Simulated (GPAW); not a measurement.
# GaN (P6_3mc) in GPAW: a series of runs

Runs on GaN. Level: PBE. Tasks: single point, relaxation of cell and atoms.

All numbers are computed with GPAW 26.7.0; they aren't measurements. Logs are shortened: lines on timing, memory, paths and dates and some standing lists are left out, and cuts for length are marked. The log counts tension as positive stress, the text compression.

**What was measured.**

From “Studying electronic properties in GaN without electrical contacts using γ-γ vs e−-γ Perturbed Angular Correlations”, 2019, pmc:6823545, for a bulk crystal of GaN: band gap 3.503 ± 0.005 eV (direct).

The results are compared with them further down.

### 1 The crystal as given

Symmetry: P6_3mc, No. 186, hexagonal system. Conventional cell: a = 3.180 Å, b = 3.180 Å, c = 5.166 Å, α = 90.00°, β = 90.00°, γ = 120.00°. Around Ga (site symmetry 3m) lie 4 N at 1.94 to 1.95 Å. N (site symmetry 3m) has 4 Ga at 1.94 to 1.95 Å as nearest neighbours.

### 2 Single point, PBE

Contents of run.py:

```python
from ase import Atoms
from ase.dft.bandgap import bandgap
from ase.io import write
from ase.units import GPa
from gpaw import GPAW, PW

atoms = Atoms(['Ga', 'Ga', 'N', 'N'],
              cell=[[3.18, 0.0, 0.0],
                    [-1.59, 2.753960784, 0.0],
                    [0.0, 0.0, 5.166]],
              scaled_positions=[[0.6666666667, 0.3333333333, 0.5],
                                [0.3333333333, 0.6666666667, 0.0],
                                [0.6666666667, 0.3333333333, 0.875],
                                [0.3333333333, 0.6666666667, 0.375]],
              pbc=True)

calc = GPAW(mode=PW(800),
            xc='PBE',
            kpts={'size': (10, 10, 5), 'gamma': True},
            occupations={'name': 'methfessel-paxton', 'order': 0, 'width': 0.011},
            nbands=18,
            convergence={'density': 1e-05, 'energy': 1e-05},
            maxiter=150,
            txt='gpaw.txt')
atoms.calc = calc
energy = atoms.get_potential_energy()
forces = atoms.get_forces()
stress = atoms.get_stress()
calc.write('gs.gpw')
write('result.traj', atoms)
print(f'Energy: {energy:.6f} eV')
print('Forces (eV/A):')
print(forces.round(4))
print('Stress (GPa):', (stress / GPa).round(3))
print('Fermi level:', round(calc.get_fermi_level(), 4), 'eV')
print(f'Gap: {bandgap(calc)[0]:.4f} eV, direct: {bandgap(calc, direct=True)[0]:.4f} eV')
```

Potentials or basis: GPAW PAW data sets (gpaw-data 1.2.1), pw.

On the command line:

```bash
> OMP_NUM_THREADS=1 python run.py
```

gpaw.txt:

```text
__  _  _
 | _ |_)|_||  |
 |__||  | ||/\| - 26.7.0

Input parameters:
  mode=PW(ecut=800.0),
  convergence={'density': 1e-05, 'energy': 1e-05},
  kpts=MonkhorstPack(size=(10, 10, 5), gamma=True),
  maxiter=150,
  nbands=18,
  occupations=Occupations(name='methfessel-paxton', order=0, width=0.011),
  xc=XC(name='PBE')

Diagonalizing LCAO Hamiltonian
Converting LCAO to pw mode

           N

           Ga
        N

        Ga

Atoms  # Å, Bohr magnetons
|   | symbol |         x |        y |        z |    initial magnetic moments |
|---|--------|-----------|----------|----------|-----------------------------|
| 0 |     Ga |  1.590000 | 0.917987 | 2.583000 | ( 0.0000,  0.0000,  0.0000) |
| 1 |     Ga | -0.000000 | 1.835974 | 0.000000 | ( 0.0000,  0.0000,  0.0000) |
| 2 |      N |  1.590000 | 0.917987 | 4.520250 | ( 0.0000,  0.0000,  0.0000) |
| 3 |      N | -0.000000 | 1.835974 | 1.937250 | ( 0.0000,  0.0000,  0.0000) |

Unit cell  # Å
| periodic |         x |        y |        z |  lengths |     angles |
|----------|-----------|----------|----------|----------|------------|
|      yes |  3.180000 | 0.000000 | 0.000000 | 3.180000 |  90.000000 |
|      yes | -1.590000 | 2.753961 | 0.000000 | 3.180000 |  90.000000 |
|      yes |  0.000000 | 0.000000 | 5.166000 | 5.166000 | 120.000000 |

Number of symmetries: 6
Symmetry operations  # r_c * U_cc + t_c -> r_c
|   | kind |            matrix            |
|---|------|------------------------------|
| 0 |  σ   |  1, 1, 0,  0,-1, 0,  0, 0, 1 |
| 1 |  E   |  1, 0, 0,  0, 1, 0,  0, 0, 1 |
| 2 |  C3  |  0, 1, 0, -1,-1, 0,  0, 0, 1 |
| 3 |  σ   |  0,-1, 0, -1, 0, 0,  0, 0, 1 |
| 4 |  σ   | -1, 0, 0,  1, 1, 0,  0, 0, 1 |
| 5 |  C3  | -1,-1, 0,  1, 0, 0,  0, 0, 1 |

BZ-sampling:
  Number of BZ points: 500
  Number of IBZ points: 58

  Monkhorst-Pack size: [10, 10, 5]
  Monkhorst-Pack shift: [0.05, 0.05, 0.0]

K-points  # in reciprocal-cell coordinates
|     |                                coordinates |     weight |
|-----|--------------------------------------------|------------|
|   0 | (  0.00000000,   0.00000000,   0.00000000) | 0.00200000 |
|   1 | (  0.00000000,   0.00000000,   0.20000000) | 0.00400000 |
|   2 | (  0.00000000,   0.00000000,   0.40000000) | 0.00400000 |
|   3 | (  0.10000000,   0.00000000,  -0.40000000) | 0.01200000 |
|   4 | (  0.10000000,   0.00000000,  -0.20000000) | 0.01200000 |
|   5 | (  0.10000000,   0.00000000,   0.00000000) | 0.01200000 |
|   6 | (  0.10000000,   0.00000000,   0.20000000) | 0.01200000 |
|   7 | (  0.10000000,   0.00000000,   0.40000000) | 0.01200000 |
|   8 | (  0.20000000,  -0.10000000,   0.00000000) | 0.01200000 |
|   9 | (  0.20000000,  -0.10000000,   0.20000000) | 0.02400000 |
| ... |                                            |            |
|  57 | (  0.50000000,   0.50000000,   0.40000000) | 0.01200000 |

Plane wave coefficients: 2352
Cutoff: 800.0 eV

Spin-components: 1 (collinear spins)
Bands:           18
Projectors:      20
Spin-degeneracy: 2
Datatype:        complex128

Parallelization:
  kpt:    1
  domain: 1
  band:   1

Density:
  Valence electrons: 16.0
  Components: 1
  Grid points: [21 21 35]
  Charge: 0.0  # |e|

Potential:
  Grid points: [21 21 35]

species:
  Ga:
    name:    Gallium
    Z:       31.0
    valence: 3
    core:    28
    charge:  0.0  # [|e|]
    compensation charges:
      type: gauss
      rc: 0.37  # [Å]
      lmax: 2
    cutoffs:
      filter: 2.06  # [Å]
      core: 4.17  # [Å]
    projectors
    | kind |    occ | energy [eV] | rcut [Å] |
    |------|--------|-------------|----------|
    |   4s |  2.000 |      -8.945 |    1.164 |
    |   4p |  1.000 |      -2.580 |    1.164 |
    |    s |        |      18.266 |    1.164 |
    |    p |        |      24.631 |    1.164 |
    |    d |        |       0.000 |    1.164 |

    Using partial waves for Ga as LCAO basis

  N:
    name:    Nitrogen
    Z:       7.0
    valence: 5
    core:    2
    charge:  0.0  # [|e|]
    compensation charges:
      type: gauss
      rc: 0.18  # [Å]
      lmax: 2
    cutoffs:
      filter: 1.11  # [Å]
      core: 0.96  # [Å]
    projectors
    | kind |    occ | energy [eV] | rcut [Å] |
    |------|--------|-------------|----------|
    |   2s |  2.000 |     -18.583 |    0.603 |
    |   2p |  3.000 |      -7.089 |    0.529 |
    |    s |        |       8.629 |    0.603 |
    |    p |        |      20.123 |    0.529 |
    |    d |        |       0.000 |    0.577 |

    Using partial waves for N as LCAO basis

Reference energy: -108732.786066  # eV

eigensolver:
  PPCG
  Converge bands: occupied
  niter=2

density mixing:
  MSR1-Mixer
  Pratt-step length: 0.05
  Maximum mixing coefficient: 0.75
  Old densities: 10
  SVD Regularization: 0.005
  Good broyden scale: 1.0
  Trust region scale: 1.0
  Backstep threshold: 4.0
  History deletion threshold: 6.0
  Fourier metric: weight=20.0, sigma=0.015

occupation numbers:
  Methfessel-Paxton:
    width: 0.0110  # eV
    order: 0

poisson solver:
  ecut: 6400.0  # eV

xc functional:
  name: PBE with 2 nearest neighbor stencil

convergence criteria:
- Maximum integral of absolute [dens]ity change: 1e-05 electrons / valence electron
- Maximum [total energy] change in last 3 cyles: 1e-05 eV / valence electron
- Maximum integral of absolute [eigenst]ate change: 4e-08 eV^2 / valence electron
maximum number of iterations: 150

SCF iterations
|iter     | |      energy | eigst |  dens |
|---------|-|-------------|-------|-------|
|iter:   1| |  -27.818423 | -0.16 |       |
|iter:   2| |  -26.828824 | -1.84 | -0.56 |
|iter:   3| |  -24.143345 | -0.52 | -0.62 |
|iter:   4| |  -24.142456 | -2.89 | -1.29 |
|iter:   5| |  -24.144211 | -3.46 | -1.56 |
|iter:   6| |  -24.144232 | -5.45 | -2.88 |
|iter:   7| |  -24.144251c| -6.17 | -3.20 |
|iter:   8| |  -24.144251c| -7.33 | -4.12 |
|iter:   9| |  -24.144251c| -7.59c| -4.45 |
|iter:  10| |  -24.144251c| -8.09c| -4.96 |
|iter:  11| |  -24.144251c| -9.28c| -5.82c|

Converged in 11 steps
Energy contributions relative to reference atoms: (reference = -108732.786066)

Energy contributions:
  Kinetic:          71.709286
  Coulomb:         -62.867383
  Zero:              0.306042
  External:          0.000000
  Xc:              -33.292195
  Entropy:          -0.000000
  Spinorbit:         0.000000
  ----------------------------
  Free energy:     -24.144251
  Extrapolated:    -24.144251

dipole moment: (-0.000025, -0.000039, -11.607278)  # |e|*Ang

Fermi level: 6.613
Eigenvalues  # (at kpt = [0.000, 0.000, 0.000])
| band index |      eig [eV] | occ [0-2] |
|------------|---------------|-----------|
|          0 |        -9.434 |     2.000 |
|          1 |        -7.047 |     2.000 |
|          2 |        -0.533 |     2.000 |
|          3 |         5.504 |     2.000 |
|          4 |         5.504 |     2.000 |
|          5 |         6.499 |     2.000 |
[... 8 lines left out ...]
|         14 |        18.412 |     0.000 |
|         15 |        18.412 |     0.000 |
|        ... |               |           |
|         17 |        21.832 |     0.000 |

Gap: 2.085 eV
Transition (v -> c):
  (s=0, k=0, n=7, [0.00, 0.00, 0.00]) -> (s=0, k=0, n=8, [0.00, 0.00, 0.00])
No difference between direct/indirect transitions

Forces  # eV/Ang
|        x |        y |        z |
|----------|----------|----------|
| -0.00000 |  0.00000 | -0.18140 |  # Ga   0
|  0.00000 |  0.00000 | -0.18137 |  # Ga   1
|  0.00000 |  0.00000 |  0.18133 |  # N    2
| -0.00000 | -0.00000 |  0.18043 |  # N    3

Stress tensor  # eV/Ang^3
|         x |         y |         z |
|-----------|-----------|-----------|
| -0.090705 | -0.000000 |  0.000000 |
| -0.000000 | -0.090705 |  0.000000 |
|  0.000000 |  0.000000 | -0.104699 |

# Writing to gs.gpw (mode='')
```

Run time: 38 s. Hardware: 1 thread of Arm Neoverse V2, shared host; peak memory 0.21 GiB.

What came out:

```
Free energy            : -24.1443 eV
Pressure               : 15.3 GPa
Largest force          : 0.181 eV/Å
Band gap on the k mesh : 2.09 eV, direct
```

Forces on the atoms (eV/Å):
```
Ga   0.000  0.000 -0.181
Ga   0.000  0.000 -0.181
N    0.000  0.000  0.181
N    0.000  0.000  0.180
```

Caveat: the data sets keep Ga 3d, Li 1s and Be 1s frozen, and some such compounds lay over 1.5 % in volume off other programs; so large a pressure means that the cell lies far from this level's equilibrium, or that cutoff or potentials fall short.

### 3 Relaxation of cell and atoms, PBE

Contents of run.py:

```python
from ase.filters import FrechetCellFilter
from ase.io import read, write
from ase.optimize import LBFGS
from gpaw import GPAW, PW

atoms = read('GaN.xyz')

calc = GPAW(mode=PW(800),
            xc='PBE',
            kpts={'size': (10, 10, 5), 'gamma': True},
            occupations={'name': 'fermi-dirac', 'width': 0.05},
            nbands=18,
            convergence={'density': 1e-05, 'forces': 0.0001},
            maxiter=150,
            txt='gpaw.txt')
atoms.calc = calc
opt = LBFGS(FrechetCellFilter(atoms), trajectory='relax.traj', logfile='-')
done = opt.run(fmax=0.01, steps=60)
calc.write('gs.gpw')
write('result.traj', atoms)
print('Converged:', done)
print('Cell:', atoms.cell.cellpar().round(4))
print('Volume:', round(atoms.get_volume(), 4))
print(atoms.get_scaled_positions().round(5))
```

Contents of GaN.xyz:

```xyz
4
Lattice="3.1800000000 0.0000000000 0.0000000000 -1.5900000000 2.7539607840 0.0000000000 0.0000000000 0.0000000000 5.1660000000" Properties=species:S:1:pos:R:3 pbc="T T T"
Ga     1.5900000002      0.9179869279      2.5830000000
Ga    -0.0000000002      1.8359738561      0.0000000000
N      1.5900000002      0.9179869279      4.5202500000
N     -0.0000000002      1.8359738561      1.9372500000
```

Potentials or basis: GPAW PAW data sets (gpaw-data 1.2.1), pw.

On the command line:

```bash
> OMP_NUM_THREADS=1 python run.py
```

gpaw.txt:

```text
__  _  _
 | _ |_)|_||  |
 |__||  | ||/\| - 26.7.0

Input parameters:
  mode=PW(ecut=800.0),
  convergence={'density': 1e-05, 'forces': 0.0001},
  kpts=MonkhorstPack(size=(10, 10, 5), gamma=True),
  maxiter=150,
  nbands=18,
  occupations=Occupations(name='fermi-dirac', width=0.05),
  xc=XC(name='PBE')

Diagonalizing LCAO Hamiltonian
Converting LCAO to pw mode

           N

           Ga
        N

        Ga

Atoms  # Å, Bohr magnetons
|   | symbol |         x |        y |        z |    initial magnetic moments |
|---|--------|-----------|----------|----------|-----------------------------|
| 0 |     Ga |  1.590000 | 0.917987 | 2.583000 | ( 0.0000,  0.0000,  0.0000) |
| 1 |     Ga | -0.000000 | 1.835974 | 0.000000 | ( 0.0000,  0.0000,  0.0000) |
| 2 |      N |  1.590000 | 0.917987 | 4.520250 | ( 0.0000,  0.0000,  0.0000) |
| 3 |      N | -0.000000 | 1.835974 | 1.937250 | ( 0.0000,  0.0000,  0.0000) |

Unit cell  # Å
| periodic |         x |        y |        z |  lengths |     angles |
|----------|-----------|----------|----------|----------|------------|
|      yes |  3.180000 | 0.000000 | 0.000000 | 3.180000 |  90.000000 |
|      yes | -1.590000 | 2.753961 | 0.000000 | 3.180000 |  90.000000 |
|      yes |  0.000000 | 0.000000 | 5.166000 | 5.166000 | 120.000000 |

Number of symmetries: 6
Symmetry operations  # r_c * U_cc + t_c -> r_c
|   | kind |            matrix            |
|---|------|------------------------------|
| 0 |  σ   |  1, 1, 0,  0,-1, 0,  0, 0, 1 |
| 1 |  E   |  1, 0, 0,  0, 1, 0,  0, 0, 1 |
| 2 |  C3  |  0, 1, 0, -1,-1, 0,  0, 0, 1 |
| 3 |  σ   |  0,-1, 0, -1, 0, 0,  0, 0, 1 |
| 4 |  σ   | -1, 0, 0,  1, 1, 0,  0, 0, 1 |
| 5 |  C3  | -1,-1, 0,  1, 0, 0,  0, 0, 1 |
[... 133 lines left out ...]
SCF iterations
|iter     | |      energy | eigst |  dens |force |
|---------|-|-------------|-------|-------|------|
|iter:   1| |  -27.818423 | -0.16 |       |      |
|iter:   2| |  -26.828824 | -1.84 | -0.56 |      |
|iter:   3| |  -24.143345 | -0.52 | -0.62 |      |
|iter:   4| |  -24.142456 | -2.89 | -1.29 |      |
|iter:   5| |  -24.144211c| -3.46 | -1.56 |      |
|iter:   6| |  -24.144232c| -5.45 | -2.88 |      |
|iter:   7| |  -24.144251c| -6.17 | -3.20 |      |
|iter:   8| |  -24.144251c| -7.33 | -4.12 |      |
|iter:   9| |  -24.144251c| -7.59c| -4.45 |      |
|iter:  10| |  -24.144251c| -8.09c| -4.96 |      |
|iter:  11| |  -24.144251c| -9.28c| -5.82c|      |
|iter:  12| |  -24.144251c|-10.22c| -6.36c|-4.60c|

Converged in 12 steps
[... 953 lines left out ...]
|iter:   5| |  -24.305130c| -6.96 | -3.71 |      |
|iter:   6| |  -24.305132c| -7.69c| -4.09 |      |
|iter:   7| |  -24.305132c| -8.75c| -5.13c|      |
|iter:   8| |  -24.305132c| -9.28c| -5.54c|-3.76 |
|iter:   9| |  -24.305132c| -9.96c| -5.93c|-4.23c|

Converged in 9 steps
Energy contributions relative to reference atoms: (reference = -108732.786066)

Energy contributions:
  Kinetic:          48.815870
  Coulomb:         -43.699129
  Zero:              0.286576
  External:          0.000000
  Xc:              -29.708449
  Entropy:          -0.000000
  Spinorbit:         0.000000
  ----------------------------
  Free energy:     -24.305132
  Extrapolated:    -24.305132
[... 26 lines left out ...]
Gap: 1.609 eV
Transition (v -> c):
  (s=0, k=0, n=7, [0.00, 0.00, 0.00]) -> (s=0, k=0, n=8, [0.00, 0.00, 0.00])
No difference between direct/indirect transitions

Stress tensor  # eV/Ang^3
|         x |         y |        z |
|-----------|-----------|----------|
| -0.000267 |  0.000000 | 0.000000 |
|  0.000000 | -0.000267 | 0.000000 |
|  0.000000 |  0.000000 | 0.002108 |

Forces  # eV/Ang
|        x |        y |        z |
|----------|----------|----------|
| -0.00000 |  0.00000 |  0.03599 |  # Ga   0
|  0.00000 |  0.00000 |  0.03599 |  # Ga   1
| -0.00000 | -0.00000 | -0.03643 |  # N    2
|  0.00000 |  0.00000 | -0.03629 |  # N    3
[... 9 lines left out ...]
Atoms  # Å, Bohr magnetons
|   | symbol |         x |        y |         z |    initial magnetic moments |
|---|--------|-----------|----------|-----------|-----------------------------|
| 0 |     Ga |  1.627192 | 0.939460 |  2.640989 | ( 0.0000,  0.0000,  0.0000) |
| 1 |     Ga | -0.000000 | 1.878920 | -0.005543 | ( 0.0000,  0.0000,  0.0000) |
| 2 |      N |  1.627192 | 0.939460 |  4.636923 | ( 0.0000,  0.0000,  0.0000) |
| 3 |      N | -0.000000 | 1.878920 |  1.990332 | ( 0.0000,  0.0000,  0.0000) |

Unit cell  # Å
| periodic |         x |         y |        z |  lengths |     angles |
|----------|-----------|-----------|----------|----------|------------|
|      yes |  3.254385 | -0.000000 | 0.000000 | 3.254385 |  90.000000 |
|      yes | -1.627192 |  2.818380 | 0.000000 | 3.254385 |  90.000000 |
|      yes | -0.000000 |  0.000000 | 5.293056 | 5.293056 | 120.000000 |

Number of symmetries: 6
Symmetry operations  # r_c * U_cc + t_c -> r_c
|   | kind |            matrix            |
|---|------|------------------------------|
| 0 |  σ   |  1, 1, 0,  0,-1, 0,  0, 0, 1 |
| 1 |  E   |  1, 0, 0,  0, 1, 0,  0, 0, 1 |
| 2 |  C3  |  0, 1, 0, -1,-1, 0,  0, 0, 1 |
| 3 |  σ   |  0,-1, 0, -1, 0, 0,  0, 0, 1 |
| 4 |  σ   | -1, 0, 0,  1, 1, 0,  0, 0, 1 |
| 5 |  C3  | -1,-1, 0,  1, 0, 0,  0, 0, 1 |
[... 185 lines left out ...]
Gap: 1.606 eV
Transition (v -> c):
  (s=0, k=0, n=7, [0.00, 0.00, 0.00]) -> (s=0, k=0, n=8, [0.00, 0.00, 0.00])
No difference between direct/indirect transitions

Stress tensor  # eV/Ang^3
|        x |         y |         z |
|----------|-----------|-----------|
| 0.000357 | -0.000000 | -0.000000 |
| 0.000000 |  0.000357 |  0.000000 |
| 0.000000 |  0.000000 |  0.000647 |

Forces  # eV/Ang
|        x |       y |        z |
|----------|---------|----------|
|  0.00000 | 0.00000 |  0.00503 |  # Ga   0
| -0.00000 | 0.00000 |  0.00504 |  # Ga   1
| -0.00000 | 0.00000 | -0.00545 |  # N    2
| -0.00000 | 0.00000 | -0.00535 |  # N    3

# Writing to gs.gpw (mode='')
```

stdout:

```text
Step          Energy          fmax
LBFGS:    0      -24.144251        1.184193
LBFGS:    1      -24.193207        0.932757
LBFGS:    2      -24.301074        0.142281
LBFGS:    3      -24.304323        0.081921
LBFGS:    4      -24.305132        0.037331
LBFGS:    5      -24.305219        0.007855
Converged: True
Cell: [  3.2544   3.2544   5.2931  90.      90.     120.    ]
Volume: 48.5484
[[0.66667 0.33333 0.49895]
 [0.33333 0.66667 0.99895]
 [0.66667 0.33333 0.87604]
 [0.33333 0.66667 0.37603]]
```

Wall time 3.4 min (1 thread of Arm Neoverse V2, shared host); peak memory 0.39 GiB.

Results:

```
Free energy                            : -24.3052 eV
Relaxed volume                         : 12.14 Å³/atom
Relaxed cell                           : a = 3.254 Å, b = 3.254 Å, c = 5.293 Å, α = 90.00°, β = 90.00°, γ = 120.00°
Space group after relaxing (to 0.05 Å) : P6_3mc (No. 186)
Energy gained by relaxing              : 40.2 meV/atom
Ionic steps                            : 6
Pressure after relaxing                : -0.1 GPa
Largest force after relaxing           : 0.005 eV/Å
Band gap on the k mesh                 : 1.61 eV, direct
```

Forces on the atoms (eV/Å):
```
Ga   0.000  0.000  0.005
Ga   0.000  0.000  0.005
N    0.000  0.000 -0.005
N    0.000  0.000 -0.005
```

The path:
```csv
step,energy change (eV),largest force (eV/Å),pressure (GPa),volume (Å³)
1,0.0000,0.1814,15.28,45.24
2,-0.0490,0.0838,12.41,45.77
3,-0.1568,0.1128,1.47,48.15
4,-0.1601,0.0800,0.24,48.47
5,-0.1609,0.0364,-0.08,48.55
6,-0.1610,0.0054,-0.07,48.55
```

Final structure:
```xyz
4
Lattice="3.2544 0.0000 0.0000 -1.6272 2.8184 0.0000 0.0000 0.0000 5.2931" Properties=species:S:1:pos:R:3 pbc="T T T"
Ga    1.6272    0.9395    2.6410
Ga    0.0000    1.8789   -0.0055
N     1.6272    0.9395    4.6369
N     0.0000    1.8789    1.9903
```

Caveat: the data sets keep Ga 3d, Li 1s and Be 1s frozen, and some such compounds lay over 1.5 % in volume off other programs; later steps reuse the first step's grids. PBE usually gives volumes a little too large and moduli too small.

### 4 How close it comes

Step 2. Measured gap of GaN: 3.503 eV (direct; quoted in “Studying electronic properties in GaN without electrical contacts using γ-γ vs e−-γ Perturbed Angular Correlations”, 2019, pmc:6823545). This calculation gives 2.09 eV (-1.42 eV). Spin-orbit coupling on Ga is left out. The value is that of PBE, without temperature or zero-point motion. Semilocal functionals fall short of measured gaps as a rule.
